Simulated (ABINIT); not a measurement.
A run of ABINIT 10.8.3 (patched build):

run.abi

```
pp_dirpath "./"
pseudos "Pt.upf, S.upf"

acell 3*1.0
rprim
     6.6956776048     0.0000000000     0.0000000000
    -3.3478388024     5.7986269013     0.0000000000
     0.0000000000     0.0000000000     9.5219519968
ntypat 2
znucl 78 16
natom 3
typat 1 2 2
xcart
     0.0000000000     0.0000000000     0.0000000000
     1.7716000002     1.0228337368     3.8949924000
    -0.0000000002     2.0456674739     1.1438076000 Angstrom

ecut 42.0

kptopt 1
ngkpt 9 9 5
nshiftk 1
shiftk 0.0 0.0 0.0

ixc -116133

nband 19
occopt 3
tsmear 0.05 eV

nstep 100
tolvrs 1.0e-10

iomode 3
prtwf 0
prteig 0
prtebands 0
enunit 1
prtden 1
prtvha 1
prtvclmb 1
prtpot 1
prtelf 1
```

Potentials or basis: PseudoDojo NC SR PBEsol v0.4 stringent.

Launch:

```sh
$ abinit run.abi > log 2>&1
```

Hardware: 1 thread of Intel(R) Xeon(R) 6975P-C (Granite Rapids), with other jobs on the host.

Q: How long does it take, and how much memory?

A: Run time: 2.6 min on 1 thread of Intel(R) Xeon(R) 6975P-C (Granite Rapids), on a shared host, peak memory 0.15 GiB. Counts: scf iterations 11, mpi ranks 1, k points 50, bands 19, plane waves 4823.
